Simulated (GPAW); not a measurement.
# SiC (Moissanite 3C) (F-43m) in GPAW: a series of runs, part 2 of 3

GPAW 26.7.0.

## 4. Hybrid scf, r2SCANh

run.py reads:

```python
import numpy as np
from ase.dft.bandgap import bandgap
from ase.io import read, write
from gpaw import GPAW, PW
from gpaw.xc import parametrizedxc

class ScaledMGGA(parametrizedxc.ParametrizedKernel):
    """Weighted sum of Libxc meta-GGA parts, named like '0.75_MGGA_X_..+1.0_MGGA_C_..'."""
    def __init__(self, name):
        super().__init__(name)
        self.type = 'MGGA'

    def calculate(self, e_g, n_sg, dedn_sg, sigma_xg, dedsigma_xg, tau_sg, dedtau_sg):
        e_g[:] = dedsigma_xg[:] = dedtau_sg[:] = 0.0
        for kernel, c in zip(self.kernels, self.coefs):
            e, v, s, t = [np.zeros_like(x) for x in [e_g, dedn_sg, dedsigma_xg, dedtau_sg]]
            kernel.calculate(e, n_sg, v, sigma_xg, s, tau_sg, t)
            e_g += c * e
            dedn_sg += c * v
            dedsigma_xg += c * s
            dedtau_sg += c * t

parametrizedxc.ParametrizedKernel = ScaledMGGA

atoms = read('POSCAR')

calc = GPAW(mode=PW(600),
            xc={'name': '0.900_MGGA_X_R2SCAN+1.0_MGGA_C_R2SCAN', 'fraction': 0.1, 'omega': 0.0, 'backend': 'pw'},
            kpts={'size': (5, 5, 5), 'gamma': True},
            occupations={'name': 'fermi-dirac', 'width': 0.001},
            nbands=11,
            convergence={'density': 0.0001},
            maxiter=40,
            txt='gpaw.txt')
atoms.calc = calc
energy = atoms.get_potential_energy()
calc.write('gs.gpw')
write('result.traj', atoms)
print(f'Energy: {energy:.6f} eV')
print('Fermi level:', round(calc.get_fermi_level(), 4), 'eV')
print(f'Gap: {bandgap(calc)[0]:.4f} eV, direct: {bandgap(calc, direct=True)[0]:.4f} eV')
```

POSCAR reads:

```
SiC
1.0
    0.0000000000      2.1790000000      2.1790000000
    2.1790000000      0.0000000000      2.1790000000
    2.1790000000      2.1790000000      0.0000000000
Si C
1 1
Direct
    0.0000000000      0.0000000000      0.0000000000
    0.7500000000      0.7500000000      0.7500000000
```

Potentials or basis: GPAW PAW data sets (gpaw-data 1.2.1), pw.

On the command line:

```bash
OMP_NUM_THREADS=1 python run.py
```

gpaw.txt:

```text
__  _  _
 | _ |_)|_||  |
 |__||  | ||/\| - 26.7.0

Input parameters:
  mode=PW(ecut=600.0),
  convergence={'density': 0.0001},
  kpts=MonkhorstPack(size=(5, 5, 5), gamma=True),
  maxiter=40,
  nbands=11,
  occupations=Occupations(name='fermi-dirac', width=0.001),
  xc=XC(name='0.900_MGGA_X_R2SCAN+1.0_MGGA_C_R2SCAN', fraction=0.1, omega=0.0, backend='pw')

Diagonalizing LCAO Hamiltonian
Converting LCAO to pw mode

                 C

       Si

Atoms  # Å, Bohr magnetons
|   | symbol |        x |        y |        z |    initial magnetic moments |
|---|--------|----------|----------|----------|-----------------------------|
| 0 |     Si | 0.000000 | 0.000000 | 0.000000 | ( 0.0000,  0.0000,  0.0000) |
| 1 |      C | 3.268500 | 3.268500 | 3.268500 | ( 0.0000,  0.0000,  0.0000) |

Unit cell  # Å
| periodic |        x |        y |        z |  lengths |    angles |
|----------|----------|----------|----------|----------|-----------|
|      yes | 0.000000 | 2.179000 | 2.179000 | 3.081571 | 60.000000 |
|      yes | 2.179000 | 0.000000 | 2.179000 | 3.081571 | 60.000000 |
|      yes | 2.179000 | 2.179000 | 0.000000 | 3.081571 | 60.000000 |

Number of symmetries: 24
Symmetry operations  # r_c * U_cc + t_c -> r_c
|    | kind |            matrix            |
|----|------|------------------------------|
|  0 |  E   |  1, 0, 0,  0, 1, 0,  0, 0, 1 |
|  1 |  σ   |  1, 0, 0,  0, 0, 1,  0, 1, 0 |
|  2 |  σ   |  1, 0,-1,  0, 1,-1,  0, 0,-1 |
|  3 |  C3  |  1, 0,-1,  0, 0,-1,  0, 1,-1 |
|  4 |  C3  |  1,-1, 0,  0,-1, 1,  0,-1, 0 |
|  5 |  σ   |  1,-1, 0,  0,-1, 0,  0,-1, 1 |
|  6 |  σ   |  0, 1, 0,  1, 0, 0,  0, 0, 1 |
|  7 |  C3  |  0, 1, 0,  0, 0, 1,  1, 0, 0 |
|  8 |  C2  |  0, 1,-1,  1, 0,-1,  0, 0,-1 |
|  9 |  S4  |  0, 1,-1,  0, 0,-1,  1, 0,-1 |
| 10 |  C3  |  0, 0, 1,  1, 0, 0,  0, 1, 0 |
| 11 |  σ   |  0, 0, 1,  0, 1, 0,  1, 0, 0 |
| 12 |  S4  |  0, 0,-1,  1, 0,-1,  0, 1,-1 |
| 13 |  C3  |  0, 0,-1,  0, 1,-1,  1, 0,-1 |
| 14 |  S4  |  0,-1, 1,  1,-1, 0,  0,-1, 0 |
| 15 |  C2  |  0,-1, 1,  0,-1, 0,  1,-1, 0 |
| 16 |  C3  |  0,-1, 0,  1,-1, 0,  0,-1, 1 |
| 17 |  S4  |  0,-1, 0,  0,-1, 1,  1,-1, 0 |
| 18 |  S4  | -1, 1, 0, -1, 0, 1, -1, 0, 0 |
| 19 |  C3  | -1, 1, 0, -1, 0, 0, -1, 0, 1 |
| 20 |  C3  | -1, 0, 1, -1, 1, 0, -1, 0, 0 |
| 21 |  S4  | -1, 0, 1, -1, 0, 0, -1, 1, 0 |
| 22 |  σ   | -1, 0, 0, -1, 1, 0, -1, 0, 1 |
| 23 |  C2  | -1, 0, 0, -1, 0, 1, -1, 1, 0 |

BZ-sampling:
  Number of BZ points: 125
  Number of IBZ points: 10

  Monkhorst-Pack size: [5, 5, 5]
  Monkhorst-Pack shift: [0, 0, 0]

K-points  # in reciprocal-cell coordinates
|   |                                coordinates |     weight |
[... 66 lines left out ...]
      filter: 1.14  # [Å]
      core: 1.14  # [Å]
    projectors
    | kind |    occ | energy [eV] | rcut [Å] |
    |------|--------|-------------|----------|
    |   2s |  2.000 |     -13.751 |    0.635 |
    |   2p |  2.000 |      -5.284 |    0.635 |
    |    s |        |      13.461 |    0.635 |
    |    p |        |      21.927 |    0.635 |
    |    d |        |       0.000 |    0.635 |

    Using partial waves for C as LCAO basis

Reference energy: -8913.972366  # eV

eigensolver:
  PPCG
  Converge bands: occupied
  niter=2

density mixing:
  MSR1-Mixer
  Pratt-step length: 0.05
  Maximum mixing coefficient: 0.75
  Old densities: 10
  SVD Regularization: 0.005
  Good broyden scale: 1.0
  Trust region scale: 1.0
  Backstep threshold: 4.0
  History deletion threshold: 6.0
  Fourier metric: weight=20.0, sigma=0.015

occupation numbers:
  Fermi-Dirac:
    width: 0.0010  # eV

poisson solver:
  ecut: 4800.0  # eV

xc functional:
  name: 0.900_MGGA_X_R2SCAN+1.0_MGGA_C_R2SCAN with 2 nearest neighbor stencil

convergence criteria:
- Maximum integral of absolute [dens]ity change: 0.0001 electrons / valence electron
- Maximum [total energy] change in last 3 cyles: 0.0005 eV / valence electron
- Maximum integral of absolute [eigenst]ate change: 4e-08 eV^2 / valence electron
maximum number of iterations: 40

IBZ(<points: 10, symmetries: 24>)
Occupied bands: 4
SCF iterations
|iter     | |      energy | eigst |  dens |
|---------|-|-------------|-------|-------|
|iter:   1| |  -86.971537 | -0.13 |       |
|iter:   2| |  -20.039462 | -0.94 | -0.52 |
|iter:   3| |  -19.151842 | -1.47 | -0.60 |
|iter:   4| |  -18.969480 | -1.41 | -0.88 |
|iter:   5| |  -18.997067 | -2.77 | -1.61 |
|iter:   6| |  -18.994395 | -3.03 | -1.84 |
|iter:   7| |  -18.994605c| -5.00 | -2.48 |
|iter:   8| |  -18.994649c| -5.43 | -2.84 |
|iter:   9| |  -18.994632c| -5.83 | -3.14 |
|iter:  10| |  -18.994633c| -7.28 | -3.94 |
|iter:  11| |  -18.994633c| -8.07c| -4.42c|

Converged in 11 steps
Energy contributions relative to reference atoms: (reference = -8913.972366)

Energy contributions:
  Kinetic:          11.399144
  Coulomb:          -8.846354
  Zero:             -0.038652
  External:          0.000000
  Xc:               48.492788
  Entropy:          -0.000000
  Spinorbit:         0.000000
  Hybrid_Xc_Cc:       -61.500595
  Hybrid_Xc_Vc:        -1.093829
  Hybrid_Xc_Vv:        -7.407135
  ----------------------------
  Free energy:     -18.994633
  Extrapolated:    -18.994633

dipole moment: (-8.065705, -8.065705, -8.065705)  # |e|*Ang

Fermi level: 9.336
Eigenvalues  # (at kpt = [0.000, 0.000, 0.000])
| band index |      eig [eV] | occ [0-2] |
|------------|---------------|-----------|
|          0 |        -8.949 |     2.000 |
|          1 |         7.771 |     2.000 |
|          2 |         7.771 |     2.000 |
|          3 |         7.771 |     2.000 |
|          4 |        15.378 |     0.000 |
|          5 |        16.341 |     0.000 |
|          6 |        16.341 |     0.000 |
|          7 |        16.341 |     0.000 |
|          8 |        23.750 |     0.000 |
|          9 |        23.750 |     0.000 |
|         10 |        26.244 |     0.000 |

Gap: 2.819 eV
Transition (v -> c):
  (s=0, k=0, n=3, [0.00, 0.00, 0.00]) -> (s=0, k=7, n=4, [0.40, 0.40, 0.00])
Direct/indirect transitions are different
Direct gap: 6.039 eV
Transition at: (s=0, k=7, n=3, [0.40, 0.40, 0.00])
# Writing to gs.gpw (mode='')
```

stdout:

```text
Energy: -18.994633 eV
Fermi level: 9.3358 eV
Gap: 2.8186 eV, direct: 6.0393 eV
```

Wall time 21 min (1 thread of Arm Neoverse V1, shared host); peak memory 0.27 GiB.

What came out:

```yaml
Free_energy: -18.9946 eV
Band_gap_on_the_k_mesh: 2.82 eV, indirect (least direct gap 6.04 eV)
```

Caveat: the k mesh is coarse (spacing up to 0.50 Å⁻¹), so the values aren't converged, least of all with exact exchange; the scaled meta-GGA exchange is a class typed in the script; an odd mesh through Γ misses points on the zone boundary, where band edges often lie.

## 5. One-shot levels on a semilocal density, SCAN (volume scaled by 0.96)

run.py reads:

```python
import numpy as np
from ase.dft.bandgap import bandgap
from ase.io import read, write
from ase.units import Ha
from gpaw import GPAW, PW
from gpaw.hybrids.energy import non_self_consistent_energy
from gpaw.new.pw.nschse import non_self_consistent_matrix_elements

atoms = read('SiC.cif')

calc = GPAW(mode=PW(550),
            xc='MGGA_X_SCAN+MGGA_C_SCAN',
            kpts={'size': (8, 8, 8), 'gamma': True},
            occupations={'name': 'fermi-dirac', 'width': 0.001},
            nbands=11,
            convergence={'density': 1e-06, 'bands': 9},
            maxiter=150,
            txt='gpaw.txt')
atoms.calc = calc
energy = atoms.get_potential_energy()
calc.write('gs.gpw')
write('result.traj', atoms)
print(f'Energy: {energy:.6f} eV')
print('Fermi level:', round(calc.get_fermi_level(), 4), 'eV')
print(f'Gap: {bandgap(calc)[0]:.4f} eV, direct: {bandgap(calc, direct=True)[0]:.4f} eV')

calc.write('wfs.gpw', mode='all')
eps = calc.eigenvalues()
free = calc.get_potential_energy(force_consistent=True)
semilocal_x = free + calc.get_xc_difference('MGGA_X_SCAN')  # without correlation
exact_x = non_self_consistent_energy(calc, 'EXX').sum()
h_x = non_self_consistent_matrix_elements(GPAW('wfs.gpw').dft, 'MGGA_X_SCAN')
h_exx = non_self_consistent_matrix_elements(GPAW('wfs.gpw').dft, 'EXX')
shift = np.einsum('sknn->skn', h_exx - h_x).real * Ha
np.savetxt('shift.dat', shift[..., :9].reshape((-1, 9)), fmt='%.4f')
occupied = eps < calc.get_fermi_level()
for name, a in {'SCAN0': 0.25}.items():
    levels = (eps + a * shift)[..., :9]
    gap = levels[~occupied[..., :9]].min() - levels[occupied[..., :9]].max()
    print(f'{name}: share {a}, energy {free + a * (exact_x - semilocal_x):.6f} eV, gap {gap:.4f} eV')
```

SiC.cif reads:

```cif
data_SiC
_cell_length_a 3.03992339
_cell_length_b 3.03992339
_cell_length_c 3.03992339
_cell_angle_alpha 60.00000000
_cell_angle_beta 60.00000000
_cell_angle_gamma 60.00000000
_space_group_name_H-M_alt 'P1'
_space_group_name_Hall 'P 1'
_space_group_IT_number 1
loop_
_space_group_symop_operation_xyz
'x,y,z'
loop_
_atom_site_label
_atom_site_type_symbol
_atom_site_symmetry_multiplicity
_atom_site_Wyckoff_symbol
_atom_site_fract_x
_atom_site_fract_y
_atom_site_fract_z
_atom_site_occupancy
Si1 Si 1 a 0.0000000000 0.0000000000 0.0000000000 1
C1 C 1 a 0.7500000000 0.7500000000 0.7500000000 1
```

Potentials or basis: GPAW PAW data sets (gpaw-data 1.2.1), pw.

On the command line:

```bash
OMP_NUM_THREADS=1 python run.py
```

gpaw.txt:

```text
__  _  _
 | _ |_)|_||  |
 |__||  | ||/\| - 26.7.0

Input parameters:
  mode=PW(ecut=550.0),
  convergence={'density': 1e-06, 'bands': 9},
  kpts=MonkhorstPack(size=(8, 8, 8), gamma=True),
  maxiter=150,
  nbands=11,
  occupations=Occupations(name='fermi-dirac', width=0.001),
  xc=XC(name='MGGA_X_SCAN+MGGA_C_SCAN')

Diagonalizing LCAO Hamiltonian
Converting LCAO to pw mode

                    C

       Si

Atoms  # Å, Bohr magnetons
|   | symbol |        x |        y |        z |    initial magnetic moments |
|---|--------|----------|----------|----------|-----------------------------|
| 0 |     Si | 0.000000 | 0.000000 | 0.000000 | ( 0.0000,  0.0000,  0.0000) |
| 1 |      C | 4.559885 | 2.632651 | 1.861565 | ( 0.0000,  0.0000,  0.0000) |

Unit cell  # Å
| periodic |        x |        y |        z |  lengths |    angles |
|----------|----------|----------|----------|----------|-----------|
|      yes | 3.039923 | 0.000000 | 0.000000 | 3.039923 | 60.000000 |
|      yes | 1.519962 | 2.632651 | 0.000000 | 3.039923 | 60.000000 |
|      yes | 1.519962 | 0.877550 | 2.482087 | 3.039923 | 60.000000 |

Number of symmetries: 24
Symmetry operations  # r_c * U_cc + t_c -> r_c
|    | kind |            matrix            |
|----|------|------------------------------|
|  0 |  E   |  1, 0, 0,  0, 1, 0,  0, 0, 1 |
|  1 |  σ   |  1, 0, 0,  0, 0, 1,  0, 1, 0 |
|  2 |  σ   |  1, 0,-1,  0, 1,-1,  0, 0,-1 |
|  3 |  C3  |  1, 0,-1,  0, 0,-1,  0, 1,-1 |
|  4 |  C3  |  1,-1, 0,  0,-1, 1,  0,-1, 0 |
|  5 |  σ   |  1,-1, 0,  0,-1, 0,  0,-1, 1 |
[... 131 lines left out ...]

poisson solver:
  ecut: 4400.0  # eV

xc functional:
  name: MGGA_X_SCAN+MGGA_C_SCAN with 2 nearest neighbor stencil

convergence criteria:
- Maximum integral of absolute [dens]ity change: 1e-06 electrons / valence electron
- Maximum [total energy] change in last 3 cyles: 0.0005 eV / valence electron
- Maximum integral of absolute [eigenst]ate change: 4e-08 eV^2 / valence electron
maximum number of iterations: 150

SCF iterations
|iter     | |      energy | eigst |  dens |
|---------|-|-------------|-------|-------|
|iter:   1| |  -23.226114 | +1.91 |       |
|iter:   2| |  -20.994618 | +0.88 | -0.57 |
|iter:   3| |  -20.283859 | -0.15 | -0.62 |
|iter:   4| |  -20.469585 | -1.65 | -1.27 |
|iter:   5| |  -20.489290 | -2.21 | -1.60 |
|iter:   6| |  -20.490796 | -3.46 | -2.27 |
|iter:   7| |  -20.490807c| -4.54 | -2.87 |
|iter:   8| |  -20.490812c| -5.78 | -3.66 |
|iter:   9| |  -20.490812c| -6.96 | -4.35 |
|iter:  10| |  -20.490812c| -7.20 | -5.05 |
|iter:  11| |  -20.490812c| -8.23c| -5.68 |
|iter:  12| |  -20.490812c| -9.12c| -6.37c|

Converged in 12 steps
Energy contributions relative to reference atoms: (reference = -8913.972366)

Energy contributions:
  Kinetic:          17.376262
  Coulomb:         -13.783496
  Zero:             -0.046002
  External:          0.000000
  Xc:              -24.037575
  Entropy:          -0.000000
  Spinorbit:         0.000000
  ----------------------------
  Free energy:     -20.490812
  Extrapolated:    -20.490812

dipole moment: (-11.194702, -6.463264, -4.570218)  # |e|*Ang

Fermi level: 8.766
Eigenvalues  # (at kpt = [0.000, 0.000, 0.000])
| band index |      eig [eV] | occ [0-2] |
|------------|---------------|-----------|
|          0 |        -7.980 |     2.000 |
|          1 |         8.563 |     2.000 |
|          2 |         8.564 |     2.000 |
|          3 |         8.564 |     2.000 |
|          4 |        15.951 |     0.000 |
|          5 |        16.672 |     0.000 |
|          6 |        16.673 |     0.000 |
|          7 |        16.675 |     0.000 |
|          8 |        24.003 |     0.000 |
|          9 |        24.006 |     0.000 |
|         10 |        27.003 |     0.000 |

Gap: 1.681 eV
Transition (v -> c):
  (s=0, k=0, n=3, [0.00, 0.00, 0.00]) -> (s=0, k=24, n=4, [0.50, 0.50, 0.00])
Direct/indirect transitions are different
Direct gap: 5.110 eV
Transition at: (s=0, k=24, n=3, [0.50, 0.50, 0.00])
# Writing to gs.gpw (mode='')

# Writing to wfs.gpw (mode='all')
```

shift.dat:

```text
-9.0195 -3.5660 -3.5667 -3.5672 3.5218 3.6356 3.6338 3.6305 4.5224
-8.8966 -3.9251 -3.8088 -3.8096 3.3021 3.7937 3.9493 3.9478 3.8176
-8.9274 -4.0784 -3.6319 -3.6326 3.4679 3.7621 3.7587 3.8789 4.1867
-8.7747 -4.5423 -4.0797 -3.6133 3.5132 3.8193 3.8673 4.0000 3.8505
-8.5301 -4.7871 -4.2622 -4.2627 2.8265 3.1291 4.5746 4.5729 4.4882
-8.6831 -4.7787 -4.0076 -3.8866 3.2253 3.8328 3.7558 4.1398 4.3142
[... 21 lines left out ...]
-7.8718 -6.5899 -4.3006 -4.0831 3.1585 3.5382 3.8010 4.6144 4.4608
-7.8929 -6.7655 -3.9366 -3.9377 3.2531 3.5348 3.5327 4.1047 4.4350
```

Run time: 9.7 min. Hardware: 1 thread of Arm Neoverse V1, shared host; peak memory 0.41 GiB.

What came out:

```
Free energy            : -20.4908 eV
Band gap on the k mesh : 1.68 eV, indirect (least direct gap 5.11 eV)
```

Band gaps from one-shot exact exchange on these states (eV): scan0 3.11

Caveat: energy and the plain gap are those of the semilocal run; the hybrids' values are one shot on its orbitals and mesh.

(Continued in part 3 of 3.)
